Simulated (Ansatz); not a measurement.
# Ag: the cost of one run

Computed with Ansatz 0.2.0 (DFT PBE, scalar-relativistic, unless a step's input says otherwise).

## (1) Starting point

Symmetry: P6_3/mmc, No. 194, hexagonal system. Conventional cell: a = 2.886 Å, b = 2.886 Å, c = 10.000 Å, α = 90.00°, β = 90.00°, γ = 120.00°. Ag (site symmetry -6m2) has 12 Ag at 2.89 to 3.00 Å as nearest neighbours. Around Ag (site symmetry -3m) lie 12 Ag at 2.89 to 3.00 Å.

Structure file:

```
Ag
1.0
     2.88620    0.00000    0.00000
    -1.44310    2.49952    0.00000
     0.00000    0.00000   10.00000
Ag
4
Cartesian
  0.0000 1.6663 2.5000
  1.4431 0.8332 7.5000
  0.0000 0.0000 0.0000
  0.0000 0.0000 5.0000
```

Atoms are numbered in the order of the input: Ag1, Ag2, Ag3, Ag4.

## (2) The deformed structure

Space group P6_3/mmc before, P6_3/mmc after.

## (3) LAPW, all electrons

Contents of input.yaml:

```yaml
crystal:
  lattice:
    - [2.9150608977, 0.0, 0.0]
    - [-1.4575304488, 2.524516791, 0.0]
    - [0.0, 0.0, 10.0]
  atoms:
    - { symbol: Ag, position: [0.3333333333, 0.6666666667, 0.25] }
    - { symbol: Ag, position: [0.6666666667, 0.3333333333, 0.75] }
    - { symbol: Ag, position: [0.0, 0.0, 0.0] }
    - { symbol: Ag, position: [0.0, 0.0, 0.5] }
kpoints:
  mp_grid: { grid: [14, 14, 4] }
  band_path:
    path:
      - [0.0, 0.0, 0.0]
      - [0.5, 0.0, 0.0]
      - [0.3333333333, 0.3333333333, 0.0]
      - [0.0, 0.0, 0.0]
      - [0.0, 0.0, 0.5]
      - [0.5, 0.0, 0.5]
      - [0.3333333333, 0.3333333333, 0.5]
      - [0.0, 0.0, 0.5]
      - [0.5, 0.0, 0.5]
    npoints: 5
scf:
  occupations: { method: fermi_dirac, width: 0.08 }
hamiltonian:
  xc: pbe
  pseudopotentials: { kind: all_electron, lapw: { basis_error: 0.0005 } }
output:
  forces: true
  stress: true
  eigenvalues: true
```

The run is started by

```console
$ ansatz run input.yaml --threads 1 --pin off --max-ram 4096MiB --backend cpu --events-out ev --progress --plain --runs-dir out
```

What time and memory should one allow on 1 thread of Intel Xeon Platinum 8488C (Sapphire Rapids), shared host?

About 58 s, with a peak of 0.72 GiB.
